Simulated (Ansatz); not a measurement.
# SnSe: what a guessed cell relaxes into

Aim: relax a trial structure of SnSe and see where it ends.

Method: DFT PBE, scalar-relativistic, plane waves, PAW, in Ansatz 0.2.0.

### Step 1. The starting structure

It takes space group F-43m (No. 216, cubic). The conventional cell has a = 6.327 Å, b = 6.327 Å, c = 6.327 Å, α = 90.00°, β = 90.00°, γ = 90.00°. Sn (site symmetry -43m) has 4 Se at 2.74 Å in its first shell of neighbours. Se (site symmetry -43m) has 4 Sn at 2.74 Å in its first shell of neighbours.

Coordinates:

```xyz
2
Lattice="0.0000 3.1636 3.1636 3.1636 0.0000 3.1636 3.1636 3.1636 0.0000" Properties=species:S:1:pos:R:3 pbc="T T T"
Sn    0.0000    0.0000    0.0000
Se    4.7455    4.7455    4.7455
```

The cell is invented: species swapped into a database cell of CdTe (F-43m, No. 216), with Sn on the Cd sites and Se on the Te sites. Lengths come from tabulated atomic sizes and are only a guess.

### Step 2. The guess as it stands, on a coarse mesh

Contents of input.yaml:

```yaml
crystal:
  lattice:
    - [0.0, 3.16364186, 3.16364186]
    - [3.16364186, 0.0, 3.16364186]
    - [3.16364186, 3.16364186, 0.0]
  atoms:
    - { symbol: Sn, position: [0.0, 0.0, 0.0] }
    - { symbol: Se, position: [0.75, 0.75, 0.75] }
basis:
  ecutwfc: 420
kpoints:
  mp_grid: { grid: [6, 6, 6] }
hamiltonian:
  xc: pbe
scf:
  occupations: { method: gaussian, width: 0.1 }
  lower_state_search: "off"
output:
  forces: true
  stress: true
  eigenvalues: true
```

Started as:

```sh
> ansatz run input.yaml --threads 1 --pin off --max-ram 2560MiB --backend cpu --events-out ev --progress --plain --runs-dir out
```

What it wrote, shortened:

```text
Warning: RAYON_NUM_THREADS=1 ignored (pool sized by the plan → 1); use --threads N
[...]
Pseudopotentials: kind: paw
Pseudopotential: Sn, paw, valence charge 14, recommended cutoff 420 eV (normal), Sn.paw.azcp
Pseudopotential: Se, paw, valence charge 16, recommended cutoff 420 eV (normal), Se.paw.azcp
Functional definition: PBE
[...]
Crystal: 2 atoms, lattice volume = 63.327 Å³
Basis set: ecut = 420 eV, 1243 PW (Γ), exchange–correlation on 60×60×60 points (8 copies of the dense FFT grid, shifted against one another)
Bands: 19, of which v1, the nominal top of the filled ones, is band 15 counted from 1 (14 counted from 0)
Symmetry: 24 space group operations
Space group: F-43m (ITA 216), of the structure as read, at distance tolerance 4.0e-5 Å
k-points: 16 of 216 (time reversal used)
[...]
SCF iter   1: F=—  HF=-11493.352684 eV  |F-HF|=—  |Δ(HF+E_count)|=         —  Δρ=1.00e-3  dr2=5.06e-4  ethr=1.77e-3  ⟨swp⟩=5.6  Hψ=1479  notcnv=0
[...]
SCF iter   6: F=-11493.352441 eV  HF=-11493.352441 eV  |F-HF|=3.19e-8  |Δ(HF+E_count)|=   1.71e-7  Δρ=7.68e-6  dr2=2.89e-8  ethr=3.33e-10  ⟨swp⟩=6.6  Hψ=1438  notcnv=0
[...]
SCF converged after 6 iterations
Free energy (F): -11493.352441 eV
[...]
E sigma→0 (E₀):  -11493.351073 eV
Entropy (-TS):   -0.002735 eV (-1.367 meV/atom)
Fermi energy:    7.706915 eV
[...]
--- Forces (eV/Å), atoms counted from 1 ---
  atom   1  Sn     0.00000000    -0.00000000     0.00000000
  atom   2  Se    -0.00000000     0.00000000     0.00000000
[...]
--- Stress (GPa, compression-positive) ---
        8.891611      -0.000000      -0.000000
        0.000000       8.891611       0.000000
       -0.000000       0.000000       8.891611
  P = ⅓ Tr σ = 8.8916 GPa (88.916 kbar)
--- Band table (eV; the first three rows and the last of 16) ---
  k-point 0: bands = ["-40.4542", "-40.4542", "-40.4542", "-40.4513", "-40.4513", "-14.1706", "-14.1706", "-14.1706", "-14.1368", "-14.1368", "-6.7579", "2.8352", "4.8138", "4.8138", "4.8138", "9.0802", "9.0802", "9.0802", "12.6885"]
[...]
```

Wall time 1.2 s (1 thread of Intel Xeon 6975P-C (Granite Rapids), shared host); peak memory 0.38 GiB.

The probe gives pressure 8.9 GPa, largest force 0.00 eV/Å, gap on this mesh none (metal). A guess like this is first relaxed loosely on the coarse mesh.

### Step 3. Rough relaxation on the coarse mesh

input.yaml: that of step 2 with these lines changed.

```diff
@@ -21 +21,6 @@
   eigenvalues: true
+relax:
+  adjacent_minimum: "off"
+  f_tol: 0.04
+  max_steps: 70
+  cell: { stress_tol: 0.4 }
```

Started as:

```sh
> ansatz run input.yaml --threads 1 --pin off --max-ram 2560MiB --backend cpu --events-out ev --progress --plain --runs-dir out
```

What it wrote:

```text
Warning: RAYON_NUM_THREADS=1 ignored (pool sized by the plan → 1); use --threads N
Engine: ansatz 0.2.0, x86_64-unknown-linux-gnu
[... 4 set-up lines as earlier in the session ...]
  parameter kappa = 0.804
  parameter beta = 0.06672455060314922
  exchange = pbe_x(kappa = kappa, mu = beta*pi^2/3)
  correlation = pbe_c(beta = beta)
Crystal: 2 atoms, lattice volume = 63.327 Å³
Basis set: ecut = 420 eV, 1243 PW (Γ), exchange–correlation on 60×60×60 points (8 copies of the dense FFT grid, shifted against one another)
Bands: 19, of which v1, the nominal top of the filled ones, is band 15 counted from 1 (14 counted from 0)
[... 2 set-up lines as earlier in the session ...]
k-points: 16 of 216 (time reversal used)
Non-local potential: Sn, projectors of the file, l = 0: 2, l = 1: 2, l = 2: 2, l = 3: 2
Non-local potential: Se, projectors of the file, l = 0: 2, l = 1: 2, l = 2: 3, l = 3: 1
PAW form: soft (Blöchl's): semilocal exchange-correlation on the pseudo side does not see the compensation charge
PAW one-centre angular grid: Sn, 590 points (default); XC on 64 Gauss nodes
PAW one-centre angular grid: Se, 590 points (default); XC on 64 Gauss nodes
Initial density: superposition of atomic densities (neutral atoms: chi_scale 0, normalization atom), corrected by the library's trained network
Initial wavefunctions: pseudopotential atomic-orbital guess
Functional: x = pbe(κ = 0.804, μ = 0.2195149727645171), c = pbe(β = 0.06672455060314922)
SCF iter   1: F=—  HF=-11493.352684 eV  |F-HF|=—  |Δ(HF+E_count)|=         —  Δρ=1.00e-3  dr2=5.06e-4  ethr=1.77e-3  ⟨swp⟩=5.6  Hψ=1479  notcnv=0
preconditioner: auto → none  [insulator: Δε(μ)=0.203 eV  Ē_g=17.332 eV  σ=0.100 eV  W_gap=0.73  n_scr=14 (ndim 8)  ℏωp=20.9 eV  f_vac=0.130  D(μ)=0.55/eV (n_scr^D=0)  ε∞_Penn≈2.4]
SCF iter   2: F=—  HF=-11493.352275 eV  |F-HF|=—  |Δ(HF+E_count)|=   4.09e-4  Δρ=6.27e-4  dr2=1.39e-4  ethr=1.69e-6  ⟨swp⟩=2.1  Hψ=676  notcnv=0
SCF iter   3: F=—  HF=-11493.352384 eV  |F-HF|=—  |Δ(HF+E_count)|=   1.09e-4  Δρ=2.41e-4  dr2=2.15e-5  ethr=4.64e-7  ⟨swp⟩=2.3  Hψ=524  notcnv=0
SCF iter   4: F=—  HF=-11493.352442 eV  |F-HF|=—  |Δ(HF+E_count)|=   5.75e-5  Δρ=7.27e-5  dr2=2.29e-6  ethr=7.17e-8  ⟨swp⟩=2.0  Hψ=466  notcnv=0
SCF iter   5: F=—  HF=-11493.352441 eV  |F-HF|=—  |Δ(HF+E_count)|=   5.89e-7  Δρ=2.39e-5  dr2=4.56e-7  ethr=7.64e-9  ⟨swp⟩=2.0  Hψ=544  notcnv=0
SCF iter   6: F=-11493.352441 eV  HF=-11493.352441 eV  |F-HF|=3.20e-8  |Δ(HF+E_count)|=   1.71e-7  Δρ=7.68e-6  dr2=2.89e-8  ethr=3.33e-10  ⟨swp⟩=6.6  Hψ=1438  notcnv=0
SCF 1 converged in 6 iterations: F = -11493.352441 eV  dr2 = 2.89e-8
relax step   1: F+E_penalty+E_count = -11493.35244075 eV  Δ(F+E_penalty+E_count) = +0.000e0 eV  max|allowed force component| = 5.551e-16 eV/Å  Δτ_max = 0.0000 Å  P = +8.892 GPa  Ω = 63.327 Å³  (6 SCF iters, dr2 threshold 1.00e-7 eV, accepted)
Crystal: 2 atoms, lattice volume = 73.048 Å³
Basis set: ecut = 420 eV, 1411 PW (Γ), exchange–correlation on 60×60×60 points (8 copies of the dense FFT grid, shifted against one another)
Initial density: handed on by an earlier stage of this run
Initial wavefunctions: those handed on with the density
iter 1 solved again at ethr=1.70e-4 eV; its pass at ethr=3.10e-3 eV (dr2=5.11e-2 eV) is discarded
SCF iter   1: F=—  HF=-11493.678894 eV  |F-HF|=—  |Δ(HF+E_count)|=         —  Δρ=5.23e-3  dr2=5.08e-2  ethr=1.70e-4  ⟨swp⟩=1.3  Hψ=2252  notcnv=0
preconditioner: auto → none  [insulator: Δε(μ)=0.114 eV  Ē_g=16.869 eV  σ=0.100 eV  W_gap=0.52  n_scr=14 (ndim 8)  ℏωp=19.4 eV  f_vac=0.200  D(μ)=0.42/eV (n_scr^D=0)  ε∞_Penn≈2.3]
SCF iter   2: F=—  HF=-11493.667849 eV  |F-HF|=—  |Δ(HF+E_count)|=   1.10e-2  Δρ=3.02e-3  dr2=1.20e-2  ethr=1.69e-4  ⟨swp⟩=2.2  Hψ=450  notcnv=0
SCF iter   3: F=—  HF=-11493.664520 eV  |F-HF|=—  |Δ(HF+E_count)|=   3.33e-3  Δρ=7.43e-4  dr2=4.74e-4  ethr=3.99e-5  ⟨swp⟩=2.4  Hψ=492  notcnv=0
SCF iter   4: F=—  HF=-11493.664454 eV  |F-HF|=—  |Δ(HF+E_count)|=   6.57e-5  Δρ=1.98e-4  dr2=2.47e-5  ethr=1.58e-6  ⟨swp⟩=2.5  Hψ=570  notcnv=0
SCF iter   5: F=—  HF=-11493.664435 eV  |F-HF|=—  |Δ(HF+E_count)|=   1.90e-5  Δρ=6.57e-5  dr2=1.25e-6  ethr=8.24e-8  ⟨swp⟩=2.0  Hψ=545  notcnv=0
SCF iter   6: F=-11493.664435 eV  HF=-11493.664435 eV  |F-HF|=5.94e-8  |Δ(HF+E_count)|=   3.41e-7  Δρ=4.34e-6  dr2=1.39e-8  ethr=6.67e-10  ⟨swp⟩=7.1  Hψ=1647  notcnv=0
SCF 2 converged in 6 iterations: F = -11493.664435 eV  dr2 = 1.39e-8
relax step   2: F+E_penalty+E_count = -11493.66443519 eV  Δ(F+E_penalty+E_count) = -3.120e-1 eV  max|allowed force component| = 2.961e-16 eV/Å  Δτ_max = 0.0000 Å  P = +2.156 GPa  Ω = 73.048 Å³  energy of the carried Pulay correction = -1.436e-3 eV  (6 SCF iters, dr2 threshold 2.00e-7 eV, accepted)
Crystal: 2 atoms, lattice volume = 76.815 Å³
Basis set: ecut = 420 eV, 1459 PW (Γ), exchange–correlation on 60×60×60 points (8 copies of the dense FFT grid, shifted against one another)
iter 1 solved again at ethr=1.97e-5 eV; its pass at ethr=3.10e-3 eV (dr2=5.90e-3 eV) is discarded
SCF iter   1: F=—  HF=-11493.695348 eV  |F-HF|=—  |Δ(HF+E_count)|=         —  Δρ=1.65e-3  dr2=5.58e-3  ethr=1.97e-5  ⟨swp⟩=2.0  Hψ=2063  notcnv=0
preconditioner: auto → none  [insulator: Δε(μ)=0.210 eV  Ē_g=8.686 eV  σ=0.100 eV  W_gap=0.84  n_scr=14 (ndim 8)  ℏωp=13.4 eV  f_vac=0.208  D(μ)=0.20/eV (n_scr^D=0)  ε∞_Penn≈3.4]
SCF iter   2: F=—  HF=-11493.694151 eV  |F-HF|=—  |Δ(HF+E_count)|=   1.20e-3  Δρ=1.02e-3  dr2=1.53e-3  ethr=1.86e-5  ⟨swp⟩=2.1  Hψ=389  notcnv=0
SCF iter   3: F=—  HF=-11493.693762 eV  |F-HF|=—  |Δ(HF+E_count)|=   3.89e-4  Δρ=2.57e-4  dr2=6.39e-5  ethr=5.08e-6  ⟨swp⟩=2.2  Hψ=404  notcnv=0
SCF iter   4: F=—  HF=-11493.693742 eV  |F-HF|=—  |Δ(HF+E_count)|=   2.05e-5  Δρ=6.23e-5  dr2=3.88e-6  ethr=2.13e-7  ⟨swp⟩=2.1  Hψ=460  notcnv=0
SCF iter   5: F=—  HF=-11493.693742 eV  |F-HF|=—  |Δ(HF+E_count)|=   1.97e-7  Δρ=2.29e-5  dr2=2.38e-7  ethr=1.29e-8  ⟨swp⟩=2.0  Hψ=546  notcnv=0
SCF iter   6: F=-11493.693742 eV  HF=-11493.693742 eV  |F-HF|=1.31e-7  |Δ(HF+E_count)|=   2.13e-7  Δρ=1.16e-5  dr2=8.22e-8  ethr=6.67e-10  ⟨swp⟩=7.1  Hψ=1603  notcnv=0
SCF 3 converged in 6 iterations: F = -11493.693742 eV  dr2 = 8.22e-8
relax step   3: F+E_penalty+E_count = -11493.69374193 eV  Δ(F+E_penalty+E_count) = -2.931e-2 eV  max|allowed force component| = 2.220e-16 eV/Å  Δτ_max = 0.0000 Å  P = +0.437 GPa  Ω = 76.815 Å³  energy of the carried Pulay correction = -1.940e-3 eV  (6 SCF iters, dr2 threshold 2.00e-7 eV, accepted)
Crystal: 2 atoms, lattice volume = 77.834 Å³
Basis set: ecut = 420 eV, 1471 PW (Γ), exchange–correlation on 60×60×60 points (8 copies of the dense FFT grid, shifted against one another)
iter 1 solved again at ethr=1.53e-6 eV; its pass at ethr=3.10e-3 eV (dr2=4.60e-4 eV) is discarded
SCF iter   1: F=—  HF=-11493.695171 eV  |F-HF|=—  |Δ(HF+E_count)|=         —  Δρ=3.97e-4  dr2=3.27e-4  ethr=1.53e-6  ⟨swp⟩=3.6  Hψ=2069  notcnv=0
preconditioner: auto → none  [insulator: Δε(μ)=0.222 eV  Ē_g=8.623 eV  σ=0.100 eV  W_gap=0.86  n_scr=14 (ndim 8)  ℏωp=13.3 eV  f_vac=0.209  D(μ)=0.17/eV (n_scr^D=0)  ε∞_Penn≈3.4]
SCF iter   2: F=—  HF=-11493.695103 eV  |F-HF|=—  |Δ(HF+E_count)|=   6.84e-5  Δρ=2.47e-4  dr2=9.15e-5  ethr=1.09e-6  ⟨swp⟩=2.0  Hψ=378  notcnv=0
SCF iter   3: F=—  HF=-11493.695068 eV  |F-HF|=—  |Δ(HF+E_count)|=   3.43e-5  Δρ=6.88e-5  dr2=5.09e-6  ethr=3.05e-7  ⟨swp⟩=2.1  Hψ=396  notcnv=0
SCF iter   4: F=—  HF=-11493.695068 eV  |F-HF|=—  |Δ(HF+E_count)|=   3.59e-7  Δρ=1.55e-5  dr2=3.32e-7  ethr=1.70e-8  ⟨swp⟩=2.2  Hψ=531  notcnv=0
SCF iter   5: F=-11493.695068 eV  HF=-11493.695068 eV  |F-HF|=6.95e-9  |Δ(HF+E_count)|=   9.18e-8  Δρ=6.24e-6  dr2=2.39e-8  ethr=6.67e-10  ⟨swp⟩=7.0  Hψ=1522  notcnv=0
SCF 4 converged in 5 iterations: F = -11493.695068 eV  dr2 = 2.39e-8
relax step   4: F+E_penalty+E_count = -11493.69506796 eV  Δ(F+E_penalty+E_count) = -1.326e-3 eV  max|allowed force component| = 2.729e-16 eV/Å  Δτ_max = 0.0000 Å  P = +0.025 GPa  Ω = 77.834 Å³  energy of the carried Pulay correction = -2.071e-3 eV  (5 SCF iters, dr2 threshold 2.00e-7 eV, accepted)
Basis set: ecut = 420 eV, 1471 PW (Γ), exchange–correlation on 72×72×72 points (8 copies of the dense FFT grid, shifted against one another)
Initial wavefunctions: pseudopotential atomic-orbital guess (no wavefunctions were taken with the density)
iter 1 solved again at ethr=2.47e-7 eV; its pass at ethr=3.10e-3 eV (dr2=7.42e-5 eV) is discarded
SCF iter   1: F=—  HF=-11493.678674 eV  |F-HF|=—  |Δ(HF+E_count)|=         —  Δρ=9.73e-4  dr2=2.37e-5  ethr=2.47e-7  ⟨swp⟩=2.9  Hψ=2180  notcnv=0
preconditioner: auto → none  [insulator: Δε(μ)=0.217 eV  Ē_g=8.621 eV  σ=0.100 eV  W_gap=0.85  n_scr=14 (ndim 8)  ℏωp=13.3 eV  f_vac=0.211  D(μ)=0.18/eV (n_scr^D=0)  ε∞_Penn≈3.4]
SCF iter   2: F=—  HF=-11493.691440 eV  |F-HF|=—  |Δ(HF+E_count)|=   1.28e-2  Δρ=4.87e-4  dr2=8.31e-6  ethr=7.90e-8  ⟨swp⟩=2.0  Hψ=386  notcnv=0
SCF iter   3: F=—  HF=-11493.695516 eV  |F-HF|=—  |Δ(HF+E_count)|=   4.08e-3  Δρ=2.23e-4  dr2=1.82e-6  ethr=2.77e-8  ⟨swp⟩=2.1  Hψ=387  notcnv=0
SCF iter   4: F=—  HF=-11493.696598 eV  |F-HF|=—  |Δ(HF+E_count)|=   1.08e-3  Δρ=4.20e-5  dr2=1.43e-7  ethr=6.06e-9  ⟨swp⟩=3.0  Hψ=522  notcnv=0
SCF iter   5: F=—  HF=-11493.696636 eV  |F-HF|=—  |Δ(HF+E_count)|=   3.73e-5  Δρ=6.23e-6  dr2=6.26e-9  ethr=4.76e-10  ⟨swp⟩=2.0  Hψ=466  notcnv=0
SCF iter   6: F=-11493.696637 eV  HF=-11493.696637 eV  |F-HF|=4.40e-9  |Δ(HF+E_count)|=   8.20e-7  Δρ=7.03e-7  dr2=3.91e-10  ethr=4.27e-12  ⟨swp⟩=6.3  Hψ=1321  notcnv=0
SCF 5 converged in 6 iterations: F = -11493.696637 eV  dr2 = 3.91e-10
relax step   5: F+E_penalty+E_count = -11493.69663661 eV  Δ(F+E_penalty+E_count) = -1.569e-3 eV  max|allowed force component| = 2.498e-16 eV/Å  Δτ_max = 0.0000 Å  P = +0.020 GPa  Ω = 77.834 Å³  stress off target by 2.01e-2 GPa  SCF on the basis re-selected at this cell (its energy is not comparable with the rows above)  (6 SCF iters)
basis re-selected at this cell: Δ(F+E_penalty+E_count) = -1.569e-3 eV, ΔP = -0.005 GPa vs the last step (what re-selecting the basis moved, of the pressure what is left beyond the Pulay correction that the steps carried, after the strain that the cell walked since its last selection, with what the two solves' SCF thresholds leave and, on support functions, any second-order correction that the steps lacked; it is no measure of the basis error at this ecutwfc). The dense FFT grid was sized anew with the basis: this SCF ran on 36×36×36 points, the steps before it on 30×30×30, so part of this shift can come from that change (see relax.cell in the input reference). This SCF's stress stands 2.01e-2 GPa from its target on what of the cell is left free (relax.cell.stress_tol is 4.00e-1 GPa) and its largest allowed force component is 2.50e-16 eV/Å (relax.f_tol is 4.00e-2 eV/Å): within both
SCF converged after 6 iterations
Free energy (F): -11493.696637 eV
Harris-Foulkes:  -11493.696637 eV  (|F-HF|=4.40e-9)
Internal energy: -11493.695688 eV  (E = F + TS)
E sigma→0 (E₀):  -11493.696162 eV
Entropy (-TS):   -0.000949 eV (-0.474 meV/atom)
Fermi energy:    5.241154 eV
--- Per-component energies (eV) ---
  E_band       = -588.925456
  E_kinetic    = 301.990879
  E_local      = -4168.300559  (includes V_loc(G=0)·N_el)
  E_nonlocal   = -628.827980
  E_hartree    = 2114.459795
  E_xc         = -486.770172
  E_vxc        = -193.503791  (∫ρ·V_xc dr)
  E_paw        = -6043.145615  (= ΣΔE_a)
  E_vpaw       = -129.203171  (= ΣTr[D̂ρ^β])
  E_aug_tail   = -0.000565  (compensation charges beyond the density's cutoff)
  E_ewald      = -2583.101471
  E_smearing   = -0.000949  (= −TS)
  E_closure    = 0.000000  (closes the sum)
  Σ components = -11493.696637   (vs F -11493.696637, Δ=0.00e0)
--- Forces (eV/Å), atoms counted from 1 ---
  atom   1  Sn     0.00000000    -0.00000000    -0.00000000
  atom   2  Se     0.00000000     0.00000000     0.00000000
  max |Σ_I F_I| component: 1.85e-16 eV/Å
--- Stress (GPa, compression-positive) ---
        0.020073      -0.000000      -0.000000
        0.000000       0.020073       0.000000
       -0.000000       0.000000       0.020073
  P = ⅓ Tr σ = 0.0201 GPa (0.201 kbar)
--- Band table (eV; the first three rows and the last of 16) ---
  k-point 0: bands = ["-42.2446", "-42.2446", "-42.2446", "-42.2435", "-42.2435", "-16.5163", "-16.5163", "-16.5163", "-16.5055", "-16.5055", "-7.8927", "-0.1057", "3.0322", "3.0322", "3.0322", "6.7426", "6.7426", "6.7426", "10.0627"]
  k-point 1: bands = ["-42.2446", "-42.2446", "-42.2446", "-42.2435", "-42.2435", "-16.5171", "-16.5156", "-16.5156", "-16.5055", "-16.5055", "-7.7948", "-0.6272", "2.8851", "2.8851", "3.2181", "6.8078", "6.9982", "6.9982", "10.9722"]
  k-point 2: bands = ["-42.2446", "-42.2446", "-42.2446", "-42.2435", "-42.2435", "-16.5186", "-16.5144", "-16.5144", "-16.5051", "-16.5051", "-7.5783", "-1.4751", "2.6375", "2.6375", "3.1973", "7.3755", "7.3755", "7.7076", "11.5177"]
  k-point 15: bands = ["-42.2446", "-42.2446", "-42.2446", "-42.2435", "-42.2435", "-16.5221", "-16.5123", "-16.5106", "-16.5065", "-16.5042", "-7.2982", "-2.0982", "1.6413", "1.7065", "5.1090", "6.1882", "8.2172", "9.2331", "10.6833"]
--- Relaxed structure (4 steps of the walk, 4 accepted, 1 SCFs on fresh bases) ---
  F+E_penalty+E_count = -11493.69663661 eV   max|allowed force component| = 2.498e-16 eV/Å   (the final SCF, on the basis selected at the relaxed cell)
  cell:  # Å, volume = 77.8343 Å³
    - [2.445778575789883e-33, 3.388807788035886, 3.388807788035886]
    - [3.388807788035886, 1.5821130162140805e-32, 3.388807788035886]
    - [3.388807788035886, 3.388807788035886, 4.7132191304284205e-33]
  atoms:
    - { symbol: Sn, position: [-1.59548445092166e-33, 4.1117333782893665e-33, 1.514315130683992e-33] }
    - { symbol: Se, position: [0.7499999999999999, 0.7499999999999999, 0.7499999999999999] }
```

Wall time 10 s (1 thread of Intel Xeon 6975P-C (Granite Rapids), shared host); peak memory 0.42 GiB.

Step by step:

```
step  E - E(step 1) (eV/cell)  largest force component (eV/Å)  pressure (GPa)  volume (Å³)
   1                   0.0000                          0.0000            8.89        63.33
   2                  -0.3120                          0.0000            2.16        73.05
   3                  -0.3413                          0.0000            0.44        76.81
   4                  -0.3426                          0.0000            0.02        77.83
   5                  -0.3442                          0.0000            0.02        77.83
```

Step 1 is the start. Step 5 repeats the geometry before it on a plane-wave basis chosen anew for that cell, so its energy need not be comparable with the rows above.

Lengths and angles in the start's conventional setting:

|  | before | after | change |
| --- | --- | --- | --- |
| a (Å) | 6.327 | 6.778 | +7.1 % |
| b (Å) | 6.327 | 6.778 | +7.1 % |
| c (Å) | 6.327 | 6.778 | +7.1 % |
| volume (Å³/atom) | 31.66 | 38.92 | +22.9 % |
| shortest distance (Å) | 2.740 | 2.935 | +7.1 % |
| space group (0.01 Å) | F-43m | F-43m | same |

The run keeps the 24 symmetry operations of the start, so it could not have lowered the symmetry.

[end of part 1 of 2]
